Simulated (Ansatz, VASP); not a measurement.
One calculation of W, two programs

```xyz
1
Lattice="-1.5618 1.5618 1.5618 1.5618 -1.5618 1.5618 1.5618 1.5618 -1.5618" Properties=species:S:1:pos:R:3 pbc="T T T"
W     0.0000    0.0000    0.0000
```

Alike in both runs: functional PBEsol; k mesh 24 × 24 × 24; occupations fermi-dirac, width 0.08 eV; no spin polarisation.

Ansatz relaxed the structure, and its values are those at the end. VASP's run is a single point on that final structure, the one shown.

```csv
,VASP,Ansatz
version,VASP 6.6.1,Ansatz 0.2.0
potentials or method,"VASP PAW PBE potentials, release 64 (W_sv)","PAW with Ansatz's default frozen-core files, scalar-relativistic"
plane-wave cutoff (eV),520,420
valence electrons in the cell,14,14
```

```csv
,VASP,Ansatz,Ansatz less VASP
pressure (GPa),10.8,10.0,-0.82
```

With one functional, cell and mesh, what is left measures potentials, basis and numerics.

Caveats: the PAW data sets were made with another functional, which shifts forces and pressure a little (VASP). The runs have no spin-orbit coupling, so splittings on W are missing.
